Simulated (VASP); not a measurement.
# MgSe (Fm-3m) in VASP: a series of runs

The runs below take MgSe through band structure, with PBE.

Everything below comes from runs of VASP 6.6.1. Logs are shortened: lines on timing, memory, paths and dates and some standing lists are left out, and cuts for length are marked.

## 1. The structure

Symmetry: Fm-3m, No. 225, cubic system. The conventional cell has a = 5.504 Å, b = 5.504 Å, c = 5.504 Å, α = 90.00°, β = 90.00°, γ = 90.00°. Around Mg (site symmetry m-3m) lie 6 Se at 2.75 Å. Se (site symmetry m-3m) has 6 Mg at 2.75 Å as nearest neighbours.

The cell was built by a generator and needn't be a form met in nature.

## 2. Band structure, PBE

POSCAR

```
MgSe                                    
1.0
    0.0000000000      2.7521758938      2.7521758938
    2.7521758938      0.0000000000      2.7521758938
    2.7521758938      2.7521758938      0.0000000000
  Mg              Se            
     1     1
Direct
     0.0000000000000000    0.0000000000000000    0.0000000000000000
     0.5000000000000000    0.5000000000000000    0.5000000000000000
```

INCAR.step1

```
  ALGO = Normal
  EDIFF = 1E-7
  ENCUT = 520
  GGA = PE
  ISIF = 2
  ISMEAR = 0
  KPAR = 4
  LASPH = True
  LCHARG = True
  LREAL = False
  LWAVE = False
  NBANDS = 11
  NELM = 100
  PREC = Accurate
  SIGMA = 0.02
```

KPOINTS.step1

```
k-points
0
Gamma
  8 8 8
```

INCAR.step2

```
  ALGO = Normal
  EDIFF = 1E-7
  ENCUT = 520
  GGA = PE
  ICHARG = 11
  ISIF = 2
  ISMEAR = 0
  KPAR = 4
  LASPH = True
  LCHARG = False
  LREAL = False
  LWAVE = False
  NBANDS = 11
  NELM = 100
  PREC = Accurate
  SIGMA = 0.05
```

KPOINTS.step2

```
path GXWKGLUWLK,UX
10
line-mode
reciprocal
 0.0000000000  0.0000000000  0.0000000000  G
 0.5000000000  0.0000000000  0.5000000000  X

 0.5000000000  0.0000000000  0.5000000000  X
 0.5000000000  0.2500000000  0.7500000000  W

 0.5000000000  0.2500000000  0.7500000000  W
 0.3750000000  0.3750000000  0.7500000000  K

 0.3750000000  0.3750000000  0.7500000000  K
 0.0000000000  0.0000000000  0.0000000000  G

 0.0000000000  0.0000000000  0.0000000000  G
 0.5000000000  0.5000000000  0.5000000000  L

 0.5000000000  0.5000000000  0.5000000000  L
 0.6250000000  0.2500000000  0.6250000000  U

 0.6250000000  0.2500000000  0.6250000000  U
 0.5000000000  0.2500000000  0.7500000000  W

 0.5000000000  0.2500000000  0.7500000000  W
 0.5000000000  0.5000000000  0.5000000000  L

 0.5000000000  0.5000000000  0.5000000000  L
 0.3750000000  0.3750000000  0.7500000000  K

 0.6250000000  0.2500000000  0.6250000000  U
 0.5000000000  0.0000000000  0.5000000000  X
```

Potentials or basis: VASP PAW PBE potentials, release 64 (Mg, Se).

Command:

```
$ cat potpaw_PBE.64/Mg/POTCAR potpaw_PBE.64/Se/POTCAR > POTCAR
$ cp INCAR.step1 INCAR
$ cp KPOINTS.step1 KPOINTS
$ mpirun -np 4 vasp_std > vasp.out
$ cp INCAR.step2 INCAR
$ cp KPOINTS.step2 KPOINTS
$ mpirun -np 4 vasp_std > vasp.out
```

OUTCAR:

```text
EDIFF = 1E-7
   ENCUT = 520
   GGA = PE
   ICHARG = 11
   ISIF = 2
   ISMEAR = 0
   LASPH = True
   LREAL = False
   NELM = 100
   PREC = Accurate

 ion  position               nearest neighbor table
   1  0.000  0.000  0.000-   2 2.75   2 2.75   2 2.75   2 2.75   2 2.75   2 2.75
   2  0.500  0.500  0.500-   1 2.75   1 2.75   1 2.75   1 2.75   1 2.75   1 2.75

  LATTYP: Found a face centered cubic cell.
 ALAT       =     5.5043517876

  Lattice vectors:

 A1 = (   0.0000000000,   2.7521758938,   2.7521758938)
 A2 = (   2.7521758938,   0.0000000000,   2.7521758938)
 A3 = (   2.7521758938,   2.7521758938,   0.0000000000)

Analysis of symmetry for initial positions (statically):
=====================================================================
 Subroutine PRICEL returns:
 Original cell was already a primitive cell.

 Routine SETGRP: Setting up the symmetry group for a
 face centered cubic supercell.

 Subroutine GETGRP returns: Found 48 space group operations
 (whereof 48 operations were pure point group operations)
 out of a pool of 48 trial point group operations.

The static configuration has the point symmetry O_h .

Analysis of symmetry for dynamics (positions and initial velocities):
=====================================================================
 Subroutine PRICEL returns:
 Original cell was already a primitive cell.

 Routine SETGRP: Setting up the symmetry group for a
 face centered cubic supercell.

 Subroutine GETGRP returns: Found 48 space group operations
 (whereof 48 operations were pure point group operations)
 out of a pool of 48 trial point group operations.

The dynamic configuration has the point symmetry O_h .

 Subroutine INISYM returns: Found 48 space group operations
 (whereof 48 operations are pure point group operations),
 and found     1 'primitive' translations

----------------------------------------------------------------------------------------

                                     Primitive cell

  volume of cell :      41.6926

  direct lattice vectors                    reciprocal lattice vectors
     0.000000000  2.752175894  2.752175894    -0.181674435  0.181674435  0.181674435
     2.752175894  0.000000000  2.752175894     0.181674435 -0.181674435  0.181674435
     2.752175894  2.752175894  0.000000000     0.181674435  0.181674435 -0.181674435

  length of vectors
     3.892164475  3.892164475  3.892164475     0.314669352  0.314669352  0.314669352

  position of ions in fractional coordinates (direct lattice)
     0.000000000  0.000000000  0.000000000
     0.500000000  0.500000000  0.500000000

  ion indices of the primitive-cell ions
   primitive index   ion index
                 1           1
                 2           2

----------------------------------------------------------------------------------------

 KPOINTS: path GXWKGLUWLK,UX

Interpolating k-points between supplied coordinates.

 Line segments in fractional coordinates (reciprocal lattice):
    0.000000  0.000000  0.000000  ...  0.500000  0.000000  0.500000
    0.500000  0.000000  0.500000  ...  0.500000  0.250000  0.750000
    0.500000  0.250000  0.750000  ...  0.375000  0.375000  0.750000
    0.375000  0.375000  0.750000  ...  0.000000  0.000000  0.000000
    0.000000  0.000000  0.000000  ...  0.500000  0.500000  0.500000
    0.500000  0.500000  0.500000  ...  0.625000  0.250000  0.625000
    0.625000  0.250000  0.625000  ...  0.500000  0.250000  0.750000
    0.500000  0.250000  0.750000  ...  0.500000  0.500000  0.500000
    0.500000  0.500000  0.500000  ...  0.375000  0.375000  0.750000
    0.625000  0.250000  0.625000  ...  0.500000  0.000000  0.500000

 Generated    10 points on each line segment, for a total of    100 k-points:

 Following reciprocal coordinates:
            Coordinates               Weight
  0.000000  0.000000  0.000000      0.010000
  0.055556  0.000000  0.055556      0.010000
  0.111111  0.000000  0.111111      0.010000
  0.166667  0.000000  0.166667      0.010000
  0.222222  0.000000  0.222222      0.010000
  0.277778  0.000000  0.277778      0.010000
[... 16 lines left out ...]
  0.472222  0.277778  0.750000      0.010000
  0.458333  0.291667  0.750000      0.010000
 [... further k-points ...]
   k-points           NKPTS =    100   k-points in BZ     NKDIM =    100   number of bands    NBANDS=     11
   number of dos      NEDOS =    301   number of ions     NIONS =      2
   total plane-waves  NPLWV =  27000
   dimension x,y,z NGX =    30 NGY =   30 NGZ =   30
   dimension x,y,z NGXF=    60 NGYF=   60 NGZF=   60
   ions per type =               1   1
   NGX,Y,Z   is equivalent  to a cutoff of  12.81, 12.81, 12.81 a.u.
   NGXF,Y,Z  is equivalent  to a cutoff of  25.63, 25.63, 25.63 a.u.
 SYSTEM =  unknown system
   PREC   = accura    normal or accurate (medium, high low for compatibility)
   ISTART =      0    job   : 0-new  1-cont  2-samecut
   ICHARG =     11    charge: 1-file 2-atom 10-const
   ISPIN  =      1    spin polarized calculation?
   LNONCOLLINEAR =      F non collinear calculations
   LSORBIT =      F    spin-orbit coupling
   LASPH  =      T    aspherical Exc in radial PAW
   ENCUT  =  520.0 eV  38.22 Ry    6.18 a.u.   7.24  7.24  7.24*2*pi/ulx,y,z
   NELM   =    100;   NELMIN=  2; NELMDL=  0     # of ELM steps
   EDIFF  = 0.1E-06   stopping-criterion for ELM
   LREAL  =      F    real-space projection
   EDIFFG = 0.1E-05   stopping-criterion for IOM
   NSW    =      0    number of steps for IOM
   IBRION =     -1    ionic relax: 0-MD 1-quasi-New 2-CG
   NFREE  =      0    steps in history (QN), initial steepest desc. (CG)
   ISIF   =      2    stress and relaxation
   ISYM   =      2    0-nonsym 1-usesym 2-fastsym
   POTIM  = 0.5000    time-step for ionic-motion
   TEBEG  =    0.0;   TEEND  =   0.0 temperature during run
   PSTRESS=    0.0 pullay stress
   NELECT =       8.0000    total number of electrons
   NUPDOWN=      -1.0000    fix difference up-down
   EMIN   =  10.00;   EMAX   =-10.00  energy-range for DOS
   EFERMI =   0.00;   METHOD = LEGACY
   ISMEAR =     0;   SIGMA  =   0.05  broadening in eV -4-tet -1-fermi 0-gaus
   EFERMI_NEDOS =   21; number of points for ismear=-14 and -15
   IALGO  =     38    algorithm
   IMIX   =      4    mixing-type and parameters
     AMIX     =   0.40;   BMIX     =  1.00
     AMIX_MAG =   1.60;   BMIX_MAG =  1.00
  volume/ion in A,a.u.               =      20.85       140.68
  Fermi-wavevector in a.u.,A,eV,Ry     =   0.944246  1.784367 12.130970  0.891601
  Thomas-Fermi vector in A             =   2.072032
   LORBIT       =      0    0 simple, 1 ext, 2 COOP (PROOUT), +10 PAW based schemes
   GGA     = PE    functional components
   LHFCALC =     F    Hartree Fock is set to
   AEXX    =    0.0000 exact exchange contribution
   IVDW    =     0    specifies the selected vdW correction
   LEPSILON=     F    determine dielectric tensor
   LRPA    =     F    only Hartree local field effects (RPA)
 non-spin polarized calculation
 Gauss-broadening in eV      SIGMA  =   0.05
  energy-cutoff  :      520.00
  volume of cell :       41.69
 maximum number of plane-waves:      1139
 NGX is ok and might be reduce to    30

 number of electron       7.9999999 magnetization

 Free energy of the ion-electron system (eV)
  ---------------------------------------------------
  ext. energy  EPLUGINS =         0.00000000
  ---------------------------------------------------
  free energy    TOTEN  =        -7.69920094 eV

  energy without entropy =       -7.69920094  energy(sigma->0) =       -7.69920094

 E-fermi :   3.2080     XC(G=0):  -9.3719

 val. band max:        2.9849352951   @ k =   0.0000   0.0000   0.0000
 cond. band min:       4.7373925029   @ k =   0.5000   0.0000   0.5000
 fundamental gap:      1.7524572078
 Fermi energy:         3.2080087858

 k-point     1 :       0.0000    0.0000    0.0000
  band No.  band energies     occupation
      1      -9.8002      2.00000
      2       2.9849      2.00000
      3       2.9849      2.00000
      4       2.9849      2.00000
      5       5.3890      0.00000
      6      10.4060      0.00000
      7      10.4060      0.00000
      8      10.4060      0.00000
      9      12.9017      0.00000
     10      12.9017      0.00000
     11      13.9275      0.00000

 k-point     2 :       0.0556    0.0000    0.0556
  band No.  band energies     occupation
      1      -9.7664      2.00000
      2       2.6552      2.00000
      3       2.9114      2.00000
      4       2.9114      2.00000
      5       5.7678      0.00000
      6      10.1540      0.00000
      7      10.5432      0.00000
      8      10.5432      0.00000
      9      11.9923      0.00000
     10      12.9523      0.00000
     11      14.1282      0.00000

 k-point     3 :       0.1111    0.0000    0.1111
  band No.  band energies     occupation
      1      -9.6671      2.00000
      2       1.9889      2.00000
      3       2.7123      2.00000
      4       2.7123      2.00000
      5       6.5525      0.00000
      6       9.5989      0.00000
      7      10.7738      0.00000
      8      10.9252      0.00000
      9      10.9252      0.00000
     10      13.1029      0.00000
     11      14.4306      0.00000

 k-point     4 :       0.1667    0.0000    0.1667
  band No.  band energies     occupation
      1      -9.5094      2.00000
      2       1.2776      2.00000
      3       2.4366      2.00000
      4       2.4366      2.00000
      5       7.2763      0.00000
      6       8.9838      0.00000
      7       9.8411      0.00000
      8      11.4800      0.00000
      9      11.4800      0.00000
     10      13.3497      0.00000
     11      14.9569      0.00000

 k-point     5 :       0.2222    0.0000    0.2222
  band No.  band energies     occupation
      1      -9.3057      2.00000
      2       0.6131      2.00000
      3       2.1356      2.00000
      4       2.1356      2.00000
      5       7.2589      0.00000
      6       8.4124      0.00000
      7       9.8483      0.00000
      8      12.1283      0.00000
      9      12.1283      0.00000
     10      13.6847      0.00000
     11      15.7286      0.00000
[... 211 lines left out ...]
 k-point    21 :       0.5000    0.2500    0.7500
  band No.  band energies     occupation
      1      -8.4137      2.00000
      2      -0.2062      2.00000
      3      -0.2062      2.00000
      4       0.5159      2.00000
      5       7.4105      0.00000
      6       9.8588      0.00000
      7      10.5113      0.00000
      8      10.5113      0.00000
      9      15.8424      0.00000
     10      15.8424      0.00000
     11      17.5238      0.00000

 k-point    22 :       0.4861    0.2639    0.7500
  band No.  band energies     occupation
      1      -8.4152      2.00000
      2      -0.2970      2.00000
      3      -0.1324      2.00000
      4       0.5495      2.00000
      5       7.3689      0.00000
      6       9.8545      0.00000
      7      10.2723      0.00000
      8      10.8187      0.00000
      9      15.6706      0.00000
     10      15.9329      0.00000
     11      17.5867      0.00000

 k-point    23 :       0.4722    0.2778    0.7500
  band No.  band energies     occupation
      1      -8.4191      2.00000
      2      -0.3781      2.00000
      3      -0.1069      2.00000
      4       0.6525      2.00000
      5       7.2443      0.00000
      6       9.7669      0.00000
      7      10.2427      0.00000
      8      11.1298      0.00000
      9      15.3942      0.00000
     10      15.9878      0.00000
     11      17.7540      0.00000

 k-point    24 :       0.4583    0.2917    0.7500
  band No.  band energies     occupation
      1      -8.4244      2.00000
      2      -0.4491      2.00000
      3      -0.1171      2.00000
      4       0.8075      2.00000
      5       7.0510      0.00000
      6       9.6210      0.00000
      7      10.3891      0.00000
      8      11.4395      0.00000
      9      15.0551      0.00000
     10      16.0059      0.00000
     11      17.9872      0.00000

 [... further k-points ...]

------------------------ aborting loop because EDIFF is reached ----------------------------------------

  FORCE on cell =-STRESS in cart. coord.  units (eV):
  Direction    XX          YY          ZZ          XY          YZ          ZX
  --------------------------------------------------------------------------------------
  -------------------------------------------------------------------------------------
  Total       -0.3270231     -0.3270231     -0.3270231      0.0000000      0.0000000      0.0000000
  in kB      -12.5669652    -12.5669652    -12.5669652      0.0000000      0.0000000      0.0000000
  external PRESSURE =     -12.5669652 kB  Pullay stress =       0.0000000 kB

 VOLUME and BASIS-vectors are now :
 -----------------------------------------------------------------------------
  energy-cutoff  :      520.00
  volume of cell :       41.69
      direct lattice vectors                 reciprocal lattice vectors
     0.000000000  2.752175894  2.752175894    -0.181674435  0.181674435  0.181674435
     2.752175894  0.000000000  2.752175894     0.181674435 -0.181674435  0.181674435
     2.752175894  2.752175894  0.000000000     0.181674435  0.181674435 -0.181674435

 POSITION                                       TOTAL-FORCE (eV/Angst)
 -----------------------------------------------------------------------------------
      0.00000      0.00000      0.00000        -0.000000      0.000000      0.000000
      2.75218      2.75218      2.75218         0.000000     -0.000000     -0.000000
 -----------------------------------------------------------------------------------
    total drift:                               -0.000000     -0.000000      0.000000

  FREE ENERGIE OF THE ION-ELECTRON SYSTEM (eV)
  ---------------------------------------------------
  free  energy   TOTEN  =        -7.6992009407 eV

  energy  without entropy=       -7.6992009407  energy(sigma->0) =       -7.69920094
```

Run time: 9.6 s. Hardware: 4 MPI ranks of AMD EPYC 9R45 (Zen 5), shared host; peak memory 0.16 GiB.

Results:

* Band gap on the k mesh: 1.75 eV, indirect (least direct gap 2.40 eV)
* Band gap along the path: 1.75 eV, indirect (least direct gap 2.40 eV)

Levels at the corners of the path, in eV from the valence-band top:
| point | band 1 | band 2 | band 3 | band 4 | band 5 | band 6 | band 7 | band 8 |
| --- | --- | --- | --- | --- | --- | --- | --- | --- |
| Γ | -12.79 | 0.00 | 0.00 | 0.00 | 2.40 | 7.42 | 7.42 | 7.42 |
| X | -11.43 | -4.11 | -1.72 | -1.72 | 1.75 | 4.04 | 11.47 | 11.91 |
| X | -11.43 | -4.11 | -1.72 | -1.72 | 1.75 | 4.04 | 11.47 | 11.91 |
| W | -11.40 | -3.19 | -3.19 | -2.47 | 4.43 | 6.87 | 7.53 | 7.53 |
| W | -11.40 | -3.19 | -3.19 | -2.47 | 4.43 | 6.87 | 7.53 | 7.53 |
| K | -11.43 | -3.63 | -3.22 | -1.38 | 3.00 | 6.25 | 8.81 | 9.69 |
| K | -11.43 | -3.63 | -3.22 | -1.38 | 3.00 | 6.25 | 8.81 | 9.69 |
| Γ | -12.79 | 0.00 | 0.00 | 0.00 | 2.40 | 7.42 | 7.42 | 7.42 |
| Γ | -12.79 | 0.00 | 0.00 | 0.00 | 2.40 | 7.42 | 7.42 | 7.42 |
| L | -11.73 | -4.79 | -0.55 | -0.55 | 3.79 | 6.06 | 6.06 | 8.40 |
| L | -11.73 | -4.79 | -0.55 | -0.55 | 3.79 | 6.06 | 6.06 | 8.40 |
| U | -11.43 | -3.63 | -3.22 | -1.38 | 3.00 | 6.25 | 8.81 | 9.69 |
| U | -11.43 | -3.63 | -3.22 | -1.38 | 3.00 | 6.25 | 8.81 | 9.69 |
| W | -11.40 | -3.19 | -3.19 | -2.47 | 4.43 | 6.87 | 7.53 | 7.53 |
| W | -11.40 | -3.19 | -3.19 | -2.47 | 4.43 | 6.87 | 7.53 | 7.53 |
| L | -11.73 | -4.79 | -0.55 | -0.55 | 3.79 | 6.06 | 6.06 | 8.40 |
| L | -11.73 | -4.79 | -0.55 | -0.55 | 3.79 | 6.06 | 6.06 | 8.40 |
| K | -11.43 | -3.63 | -3.22 | -1.38 | 3.00 | 6.25 | 8.81 | 9.69 |
| U | -11.43 | -3.63 | -3.22 | -1.38 | 3.00 | 6.25 | 8.81 | 9.69 |
| X | -11.43 | -4.11 | -1.72 | -1.72 | 1.75 | 4.04 | 11.47 | 11.91 |

Caveat: the log is that of the step along the path at fixed density, whose energy, stress, charges and moments have no meaning.

(Part 1 of 2 ends here.)
